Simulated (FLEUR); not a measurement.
# CdTe (F-43m) in FLEUR: a series of runs

Runs on CdTe. Level: r2SCAN. Tasks: equation of state.

Everything below comes from runs of FLEUR MaX-R8.1 (later development tree). Logs are shortened: lines on timing, memory, paths and dates and some standing lists are left out, and cuts for length are marked.

### 1 Starting point

Symmetry: F-43m, No. 216, cubic system. Conventional cell: a = 6.410 Å, b = 6.410 Å, c = 6.410 Å, α = 90.00°, β = 90.00°, γ = 90.00°. Te (site symmetry -43m) has 4 Cd at 2.78 Å as nearest neighbours. Cd (site symmetry -43m) is surrounded by 4 Te at 2.78 Å.

### 2 Equation of state, r2SCAN, 30.95 Å³/atom (volume scaled by 0.94)

Contents of inp.xml:

```xml
<?xml version="1.0" encoding="UTF-8" standalone="no"?>
<fleurInput fleurInputVersion="0.39">
   <comment>
      CdTe                                                                                                
   </comment>
   <calculationSetup>
      <cutoffs Kmax="4.39" Gmax="13.6" GmaxXC="13.6" numbands="0"/>
      <scfLoop itmax="80" minDistance="0.0001" maxIterBroyd="30" imix="Anderson" alpha="0.05" precondParam="0.0" spinf="2.0" sdNocoIR="T"/>
      <coreElectrons ctail="F" frcor="F" kcrel="0" coretail_lmax="0"/>
      <xcFunctional name="LibXC" relativisticCorrections="F">
         <LibXCName exchange="mgga_x_r2scan" correlation="mgga_c_r2scan"/>
         <AuxGGA exchange="117" correlation="130"/>
      </xcFunctional>
      <magnetism jspins="1"/>
      <soc l_soc="F" theta="0.0" phi="0.0" spav="F"/>
      <expertModes spex="0" secvar="F"/>
      <geometryOptimization l_f="F" forcealpha="1.0" forcemix="BFGS" epsdisp="0.00001" epsforce="0.00001"/>
      <ldaU l_linMix="F" mixParam="0.05" spinf="1.0"/>
   </calculationSetup>
   <cell>
      <bzIntegration valenceElectrons="42.0" mode="hist" fermiSmearingEnergy="0.00183747">
         <kPointListSelection listName="default-1"/>
         <!-- k-points included here -->
         <xi:include xmlns:xi="http://www.w3.org/2001/XInclude" href="kpts.xml"> </xi:include>
      </bzIntegration>
      <!-- symmetry operations included here -->
      <xi:include xmlns:xi="http://www.w3.org/2001/XInclude" href="sym.xml"> </xi:include>
      <bulkLattice scale="0.9795861087">
         <bravaisMatrix>
            <row-1>    0.0000000000000000     6.0565722293429998     6.0565722293429998</row-1>
            <row-2>    6.0565722293429998     0.0000000000000000     6.0565722293429998</row-2>
            <row-3>    6.0565722293429998     6.0565722293429998     0.0000000000000000</row-3>
         </bravaisMatrix>
      </bulkLattice>
   </cell>
   <atomSpecies>
      <species name="Tellurium (Te)" element="Te" atomicNumber="52">
         <mtSphere radius="2.23" gridPoints="761" logIncrement="0.017"/>
         <atomicCutoffs lmax="9" lnonsphr="9"/>
         <electronConfig flipSpins="F">
            <coreConfig>(1s1/2) (2s1/2) (2p1/2) (2p3/2) (3s1/2) (3p1/2) (3p3/2) (4s1/2) (3d3/2) (3d5/2)</coreConfig>
            <valenceConfig>(4p1/2) (4p3/2) (5s1/2) (4d3/2) (4d5/2) (5p1/2) (5p3/2)</valenceConfig>
            <stateOccupation state="(5p1/2)" spinUp="0.666667" spinDown="0.666667"/>
            <stateOccupation state="(5p3/2)" spinUp="1.333333" spinDown="1.333333"/>
         </electronConfig>
         <energyParameters s="5" p="5" d="5" f="4"/>
         <lo type="SCLO" l="1" n="4" eDeriv="0"/>
         <lo type="SCLO" l="1" n="4" eDeriv="1"/>
         <lo type="SCLO" l="2" n="4" eDeriv="0"/>
         <lo type="SCLO" l="2" n="4" eDeriv="1"/>
         <lo type="SCLO" l="0" n="5" eDeriv="2"/>
         <lo type="SCLO" l="3" n="4" eDeriv="2"/>
      </species>
      <species name="Cadmium (Cd)" element="Cd" atomicNumber="48">
         <mtSphere radius="2.48" gridPoints="847" logIncrement="0.015"/>
         <atomicCutoffs lmax="10" lnonsphr="10"/>
         <electronConfig flipSpins="F">
            <coreConfig>(1s1/2) (2s1/2) (2p1/2) (2p3/2) (3s1/2) (3p1/2) (3p3/2) (3d3/2) (3d5/2)</coreConfig>
            <valenceConfig>(4s1/2) (4p1/2) (4p3/2) (5s1/2) (4d3/2) (4d5/2)</valenceConfig>
         </electronConfig>
         <energyParameters s="5" p="5" d="4" f="4"/>
         <lo type="SCLO" l="0" n="4" eDeriv="0"/>
         <lo type="SCLO" l="1" n="4" eDeriv="0"/>
         <lo type="SCLO" l="1" n="4" eDeriv="1"/>
         <lo type="SCLO" l="2" n="4" eDeriv="2"/>
         <lo type="SCLO" l="3" n="4" eDeriv="2"/>
      </species>
   </atomSpecies>
   <atomGroups>
      <atomGroup species="Tellurium (Te)">
         <relPos label="                   1">-1.000/4.000 -1.000/4.000 -1.000/4.000</relPos>
         <force calculate="T" relaxXYZ="TTT"/>
      </atomGroup>
      <atomGroup species="Cadmium (Cd)">
         <relPos label="                   2">.0000000000 .0000000000 .0000000000</relPos>
         <force calculate="T" relaxXYZ="TTT"/>
      </atomGroup>
   </atomGroups>
   <output dos="F" band="F" slice="F">
      <checks vchk="F" cdinf="F"/>
      <bandDOS minEnergy="-.5*Htr" maxEnergy="0.5*Htr" sigma="0.015" storeEVData="T"/>
      <vacuumDOS vacdos="F" integ="F" star="F" nstars="0" locx1="0.0" locy1="0.0" locx2="0.0" locy2="0.0" nstm="0" tworkf="0.0"/>
      <unfoldingBand unfoldBand="F" supercellX="1" supercellY="1" supercellZ="1"/>
      <plotting iplot="0" polar="F">
         <plot TwoD="T" vec1="  1.0  0.0  0.0" vec2="  0.0  1.0  0.0" vec3="  0.0  0.0  1.0" zero="  0.0  0.0  0.0" file="plot"/>
      </plotting>
      <chargeDensitySlicing numkpt="0" minEigenval="0.0" maxEigenval="0.0" nnne="0" pallst="F"/>
      <specialOutput eonly="F"/>
      <moessbauerParams electricFieldGradient="T" isomerShift="T" coreHyperfine="T" valenceHyperfine="T"/>
      <magneticCircularDichroism mcd="F" energyLo="-10.0" energyUp="0.0"/>
   </output>
  <!-- We include the file relax.xml here to enable relaxations (see documentation) -->
  <xi:include xmlns:xi="http://www.w3.org/2001/XInclude" href="relax.xml"> <xi:fallback/> </xi:include>
</fleurInput>
```

Potentials or basis: all-electron, FLAPW.

The run is started by

```bash
> inpgen -f crystal.txt -profile fastHighL
> # inp.xml edited to the form shown
> fleur_MPI
```

Standard output:

```text
Welcome to FLEUR        (www.flapw.de)
      MaX-Release 8.1          (www.max-centre.eu)
 func_ids         498         497         498         497
 MetaGGA potential functional detected - V_tau will be computed
 Auxiliary Potential for radial basis: exchange=         117  correlation=         130
The functional 'Re-regularized SCAN exchange by Furness et al' is an exchange functional, it belongs to the 'MGGA' family and is defined in the reference(s):
[1] J. W. Furness, A. D. Kaplan, J. Ning, J. P. Perdew, and J. Sun.,  J. Phys. Chem. Lett. 11, 8208-8215 (2020)
[2] J. W. Furness, A. D. Kaplan, J. Ning, J. P. Perdew, and J. Sun.,  J. Phys. Chem. Lett. 11, 9248-9248 (2020)
The functional 'Re-regularized SCAN correlation by Furness et al' is a correlation functional, it belongs to the 'MGGA' family and is defined in the reference(s):
[1] J. W. Furness, A. D. Kaplan, J. Ning, J. P. Perdew, and J. Sun.,  J. Phys. Chem. Lett. 11, 8208-8215 (2020)
[2] J. W. Furness, A. D. Kaplan, J. Ning, J. P. Perdew, and J. Sun.,  J. Phys. Chem. Lett. 11, 9248-9248 (2020)
 Using same functional for VXC and EXC

 ========== k-point set info ==========
 Selected k-point list: default-1
 k-point list type: mesh
 7 x 7 x 7
 Number of k points: 20

 ------------Calculation Setup---------------------------
 Number of MPI-tasks      :            1
 Number of PE/node        :            1
 Number of OMP-threads    :            1
 Most efficient MPI parallelization for:
           1           2           4           5          10          20
 Additional eigenvalue parallelization possible
 Number of basis functions:          693
 Approximate size of matrices (H+S) per k-point:         0.014 GB
 --------------------------------------------------------
The functional 'Hammer, Hansen, and Norskov' is an exchange functional, it belongs to the 'GGA' family and is defined in the reference(s):
[1] B. Hammer, L. B. Hansen, and J. K. Nørskov.,  Phys. Rev. B 59, 7413 (1999)
The functional 'Perdew, Burke & Ernzerhof' is a correlation functional, it belongs to the 'GGA' family and is defined in the reference(s):
[1] J. P. Perdew, K. Burke, and M. Ernzerhof.,  Phys. Rev. Lett. 77, 3865 (1996)
[2] J. P. Perdew, K. Burke, and M. Ernzerhof.,  Phys. Rev. Lett. 78, 1396 (1997)
 Using same functional for VXC and EXC
 Using auxiliary GGA potential for the first iteration of MetaGGA calculation.
 Reset of history
 Reset of history
 Iteration:     1   Distance:      23.30189811 me/bohr^3
The functional 'Hammer, Hansen, and Norskov' is an exchange functional, it belongs to the 'GGA' family and is defined in the reference(s):
[1] B. Hammer, L. B. Hansen, and J. K. Nørskov.,  Phys. Rev. B 59, 7413 (1999)
The functional 'Perdew, Burke & Ernzerhof' is a correlation functional, it belongs to the 'GGA' family and is defined in the reference(s):
[1] J. P. Perdew, K. Burke, and M. Ernzerhof.,  Phys. Rev. Lett. 77, 3865 (1996)
[2] J. P. Perdew, K. Burke, and M. Ernzerhof.,  Phys. Rev. Lett. 78, 1396 (1997)
 Using same functional for VXC and EXC
 Iteration:     2   Distance:      21.96348580 me/bohr^3
The functional 'Hammer, Hansen, and Norskov' is an exchange functional, it belongs to the 'GGA' family and is defined in the reference(s):
[1] B. Hammer, L. B. Hansen, and J. K. Nørskov.,  Phys. Rev. B 59, 7413 (1999)
The functional 'Perdew, Burke & Ernzerhof' is a correlation functional, it belongs to the 'GGA' family and is defined in the reference(s):
[1] J. P. Perdew, K. Burke, and M. Ernzerhof.,  Phys. Rev. Lett. 77, 3865 (1996)
[2] J. P. Perdew, K. Burke, and M. Ernzerhof.,  Phys. Rev. Lett. 78, 1396 (1997)
 Using same functional for VXC and EXC
 Iteration:     3   Distance:      20.84153517 me/bohr^3
The functional 'Hammer, Hansen, and Norskov' is an exchange functional, it belongs to the 'GGA' family and is defined in the reference(s):
[1] B. Hammer, L. B. Hansen, and J. K. Nørskov.,  Phys. Rev. B 59, 7413 (1999)
The functional 'Perdew, Burke & Ernzerhof' is a correlation functional, it belongs to the 'GGA' family and is defined in the reference(s):
[1] J. P. Perdew, K. Burke, and M. Ernzerhof.,  Phys. Rev. Lett. 77, 3865 (1996)
[2] J. P. Perdew, K. Burke, and M. Ernzerhof.,  Phys. Rev. Lett. 78, 1396 (1997)
 Using same functional for VXC and EXC
 Iteration:     4   Distance:       3.61801384 me/bohr^3
The functional 'Hammer, Hansen, and Norskov' is an exchange functional, it belongs to the 'GGA' family and is defined in the reference(s):
[1] B. Hammer, L. B. Hansen, and J. K. Nørskov.,  Phys. Rev. B 59, 7413 (1999)
The functional 'Perdew, Burke & Ernzerhof' is a correlation functional, it belongs to the 'GGA' family and is defined in the reference(s):
[1] J. P. Perdew, K. Burke, and M. Ernzerhof.,  Phys. Rev. Lett. 77, 3865 (1996)
[2] J. P. Perdew, K. Burke, and M. Ernzerhof.,  Phys. Rev. Lett. 78, 1396 (1997)
 Using same functional for VXC and EXC
 Iteration:     5   Distance:       0.88340765 me/bohr^3
The functional 'Hammer, Hansen, and Norskov' is an exchange functional, it belongs to the 'GGA' family and is defined in the reference(s):
[1] B. Hammer, L. B. Hansen, and J. K. Nørskov.,  Phys. Rev. B 59, 7413 (1999)
The functional 'Perdew, Burke & Ernzerhof' is a correlation functional, it belongs to the 'GGA' family and is defined in the reference(s):
[1] J. P. Perdew, K. Burke, and M. Ernzerhof.,  Phys. Rev. Lett. 77, 3865 (1996)
[2] J. P. Perdew, K. Burke, and M. Ernzerhof.,  Phys. Rev. Lett. 78, 1396 (1997)
 Using same functional for VXC and EXC
 Iteration:     6   Distance:       0.70471637 me/bohr^3
The functional 'Hammer, Hansen, and Norskov' is an exchange functional, it belongs to the 'GGA' family and is defined in the reference(s):
[1] B. Hammer, L. B. Hansen, and J. K. Nørskov.,  Phys. Rev. B 59, 7413 (1999)
The functional 'Perdew, Burke & Ernzerhof' is a correlation functional, it belongs to the 'GGA' family and is defined in the reference(s):
[1] J. P. Perdew, K. Burke, and M. Ernzerhof.,  Phys. Rev. Lett. 77, 3865 (1996)
[2] J. P. Perdew, K. Burke, and M. Ernzerhof.,  Phys. Rev. Lett. 78, 1396 (1997)
 Using same functional for VXC and EXC
 Iteration:     7   Distance:       0.13931012 me/bohr^3
The functional 'Hammer, Hansen, and Norskov' is an exchange functional, it belongs to the 'GGA' family and is defined in the reference(s):
[1] B. Hammer, L. B. Hansen, and J. K. Nørskov.,  Phys. Rev. B 59, 7413 (1999)
The functional 'Perdew, Burke & Ernzerhof' is a correlation functional, it belongs to the 'GGA' family and is defined in the reference(s):
[1] J. P. Perdew, K. Burke, and M. Ernzerhof.,  Phys. Rev. Lett. 77, 3865 (1996)
[2] J. P. Perdew, K. Burke, and M. Ernzerhof.,  Phys. Rev. Lett. 78, 1396 (1997)
 Using same functional for VXC and EXC
 Iteration:     8   Distance:       0.13398138 me/bohr^3
The functional 'Hammer, Hansen, and Norskov' is an exchange functional, it belongs to the 'GGA' family and is defined in the reference(s):
[1] B. Hammer, L. B. Hansen, and J. K. Nørskov.,  Phys. Rev. B 59, 7413 (1999)
The functional 'Perdew, Burke & Ernzerhof' is a correlation functional, it belongs to the 'GGA' family and is defined in the reference(s):
[1] J. P. Perdew, K. Burke, and M. Ernzerhof.,  Phys. Rev. Lett. 77, 3865 (1996)
[2] J. P. Perdew, K. Burke, and M. Ernzerhof.,  Phys. Rev. Lett. 78, 1396 (1997)
 Using same functional for VXC and EXC
 Iteration:     9   Distance:       0.05403096 me/bohr^3
The functional 'Hammer, Hansen, and Norskov' is an exchange functional, it belongs to the 'GGA' family and is defined in the reference(s):
[1] B. Hammer, L. B. Hansen, and J. K. Nørskov.,  Phys. Rev. B 59, 7413 (1999)
The functional 'Perdew, Burke & Ernzerhof' is a correlation functional, it belongs to the 'GGA' family and is defined in the reference(s):
[1] J. P. Perdew, K. Burke, and M. Ernzerhof.,  Phys. Rev. Lett. 77, 3865 (1996)
[2] J. P. Perdew, K. Burke, and M. Ernzerhof.,  Phys. Rev. Lett. 78, 1396 (1997)
 Using same functional for VXC and EXC
 Iteration:    10   Distance:       0.00849006 me/bohr^3
The functional 'Hammer, Hansen, and Norskov' is an exchange functional, it belongs to the 'GGA' family and is defined in the reference(s):
[1] B. Hammer, L. B. Hansen, and J. K. Nørskov.,  Phys. Rev. B 59, 7413 (1999)
The functional 'Perdew, Burke & Ernzerhof' is a correlation functional, it belongs to the 'GGA' family and is defined in the reference(s):
[1] J. P. Perdew, K. Burke, and M. Ernzerhof.,  Phys. Rev. Lett. 77, 3865 (1996)
[2] J. P. Perdew, K. Burke, and M. Ernzerhof.,  Phys. Rev. Lett. 78, 1396 (1997)
 Using same functional for VXC and EXC
 Iteration:    11   Distance:       0.00788862 me/bohr^3
The functional 'Hammer, Hansen, and Norskov' is an exchange functional, it belongs to the 'GGA' family and is defined in the reference(s):
[1] B. Hammer, L. B. Hansen, and J. K. Nørskov.,  Phys. Rev. B 59, 7413 (1999)
The functional 'Perdew, Burke & Ernzerhof' is a correlation functional, it belongs to the 'GGA' family and is defined in the reference(s):
[1] J. P. Perdew, K. Burke, and M. Ernzerhof.,  Phys. Rev. Lett. 77, 3865 (1996)
[2] J. P. Perdew, K. Burke, and M. Ernzerhof.,  Phys. Rev. Lett. 78, 1396 (1997)
 Using same functional for VXC and EXC
 Iteration:    12   Distance:       0.00069735 me/bohr^3
The functional 'Hammer, Hansen, and Norskov' is an exchange functional, it belongs to the 'GGA' family and is defined in the reference(s):
[1] B. Hammer, L. B. Hansen, and J. K. Nørskov.,  Phys. Rev. B 59, 7413 (1999)
The functional 'Perdew, Burke & Ernzerhof' is a correlation functional, it belongs to the 'GGA' family and is defined in the reference(s):
[1] J. P. Perdew, K. Burke, and M. Ernzerhof.,  Phys. Rev. Lett. 77, 3865 (1996)
[2] J. P. Perdew, K. Burke, and M. Ernzerhof.,  Phys. Rev. Lett. 78, 1396 (1997)
 Using same functional for VXC and EXC
 Iteration:    13   Distance:       0.00065250 me/bohr^3
The functional 'Hammer, Hansen, and Norskov' is an exchange functional, it belongs to the 'GGA' family and is defined in the reference(s):
[1] B. Hammer, L. B. Hansen, and J. K. Nørskov.,  Phys. Rev. B 59, 7413 (1999)
The functional 'Perdew, Burke & Ernzerhof' is a correlation functional, it belongs to the 'GGA' family and is defined in the reference(s):
[1] J. P. Perdew, K. Burke, and M. Ernzerhof.,  Phys. Rev. Lett. 77, 3865 (1996)
[2] J. P. Perdew, K. Burke, and M. Ernzerhof.,  Phys. Rev. Lett. 78, 1396 (1997)
 Using same functional for VXC and EXC
 Iteration:    14   Distance:       0.00004933 me/bohr^3

 ********************************************************************
 Run finished successfully
 Stop message:
   all done
 ********************************************************************
```

It took 3.4 min on 1 thread of Intel Xeon at 2.50GHz (Skylake/Cascade Lake), shared host; peak memory 0.11 GiB.

What came out:

- Free energy: -337231.9280 eV
- Band gap on the k mesh: 1.58 eV, direct
- Valence electrons inside the program's atomic spheres: Te 18.86; Cd 18.48 (radii Te 2.23, Cd 2.48 bohr)

Caveat: the meta-GGA is that of a development version, with a GGA for the radial functions and cores and without core tails; spin-orbit coupling is left out, which moves the levels of the heavy elements.

### 3 Equation of state, r2SCAN, 31.60 Å³/atom (volume scaled by 0.96)

inp.xml, as its differences from that of step 2:

```diff
@@ -27,3 +27,3 @@
       <xi:include xmlns:xi="http://www.w3.org/2001/XInclude" href="sym.xml"> </xi:include>
-      <bulkLattice scale="0.9795861087">
+      <bulkLattice scale="0.9864848297">
          <bravaisMatrix>
```

Potentials or basis: all-electron, FLAPW.

The run is started by

```bash
> inpgen -f crystal.txt -profile fastHighL
> # inp.xml edited to the form shown
> fleur_MPI
```

It took 5.3 min on 1 thread of Intel Xeon at 2.50GHz (Skylake/Cascade Lake), shared host; peak memory 0.11 GiB.

The run converged. Its results:

* Free energy: -337231.9810 eV
* Band gap on the k mesh: 1.51 eV, direct
* Valence electrons inside the program's atomic spheres: Te 18.85; Cd 18.46 (radii Te 2.23, Cd 2.48 bohr)

Caveat: the meta-GGA is that of a development version, with a GGA for the radial functions and cores and without core tails; spin-orbit coupling is left out, which moves the levels of the heavy elements.

### 4 Equation of state, r2SCAN, 32.92 Å³/atom

inp.xml, as its differences from that of step 3:

```diff
@@ -27,3 +27,3 @@
       <xi:include xmlns:xi="http://www.w3.org/2001/XInclude" href="sym.xml"> </xi:include>
-      <bulkLattice scale="0.9864848297">
+      <bulkLattice scale="1.0000000000">
          <bravaisMatrix>
```

The run is started by

```bash
> inpgen -f crystal.txt -profile fastHighL
> # inp.xml edited to the form shown
> fleur_MPI
```

It took 3.8 min on 1 thread of Intel Xeon at 2.50GHz (Skylake/Cascade Lake), shared host; peak memory 0.11 GiB.

The run converged. Its results:

| Property | Result |
| --- | --- |
| Free energy | -337232.0547 eV |
| Band gap on the k mesh | 1.37 eV, direct |
| Valence electrons inside the program's atomic spheres | Te 18.83; Cd 18.42 (radii Te 2.23, Cd 2.48 bohr) |

Caveat: the meta-GGA is that of a development version, with a GGA for the radial functions and cores and without core tails; spin-orbit coupling is left out, which moves the levels of the heavy elements.

### 5 Equation of state, r2SCAN, 34.24 Å³/atom (volume scaled by 1.04)

inp.xml, as its differences from that of step 4:

```diff
@@ -27,3 +27,3 @@
       <xi:include xmlns:xi="http://www.w3.org/2001/XInclude" href="sym.xml"> </xi:include>
-      <bulkLattice scale="1.0000000000">
+      <bulkLattice scale="1.0131594038">
          <bravaisMatrix>
```

The run is started by

```bash
> inpgen -f crystal.txt -profile fastHighL
> # inp.xml edited to the form shown
> fleur_MPI
```

Run time: 5.2 min. Hardware: 1 thread of Intel Xeon at 2.50GHz (Skylake/Cascade Lake), shared host; peak memory 0.11 GiB.

Results (log left out):

* Free energy: -337232.0917 eV
* Band gap on the k mesh: 1.24 eV, direct
* Valence electrons inside the program's atomic spheres: Te 18.81; Cd 18.38 (radii Te 2.23, Cd 2.48 bohr)

Caveat: the meta-GGA is that of a development version, with a GGA for the radial functions and cores and without core tails; spin-orbit coupling is left out, which moves the levels of the heavy elements.

### 6 Equation of state, r2SCAN, 34.90 Å³/atom (volume scaled by 1.06)

inp.xml, as its differences from that of step 5:

```diff
@@ -27,3 +27,3 @@
       <xi:include xmlns:xi="http://www.w3.org/2001/XInclude" href="sym.xml"> </xi:include>
-      <bulkLattice scale="1.0131594038">
+      <bulkLattice scale="1.0196128224">
          <bravaisMatrix>
```

Potentials or basis: all-electron, FLAPW.

The run is started by

```bash
> inpgen -f crystal.txt -profile fastHighL
> # inp.xml edited to the form shown
> fleur_MPI
```

Run time: 4.8 min. Hardware: 1 thread of Intel Xeon at 2.50GHz (Skylake/Cascade Lake), shared host; peak memory 0.11 GiB.

It converged, with:

| Quantity | Value |
| --- | --- |
| Free energy | -337232.0996 eV |
| Band gap on the k mesh | 1.17 eV, direct |
| Valence electrons inside the program's atomic spheres | Te 18.80; Cd 18.37 (radii Te 2.23, Cd 2.48 bohr) |

Caveat: the meta-GGA is that of a development version, with a GGA for the radial functions and cores and without core tails; spin-orbit coupling is left out, which moves the levels of the heavy elements.

### 7 Equation of state, r2SCAN

No new run: the results of the series are fitted here.

Results:

- Equilibrium volume: 35.37 Å³/atom (rough: see the caveat)
- Bulk modulus: 38 GPa (rough)

Energy against volume, from the lowest point:
```tsv
volume (Å³/atom)	energy (meV/atom)
30.947	85.77
31.605	59.27
32.922	22.41
34.239	3.91
34.897	0.00
```

Caveat: the minimum lies outside the volumes run; the meta-GGA is that of a development version, with a GGA for the radial functions and cores and without core tails. The run has no spin-orbit coupling, so splittings on Te are missing.
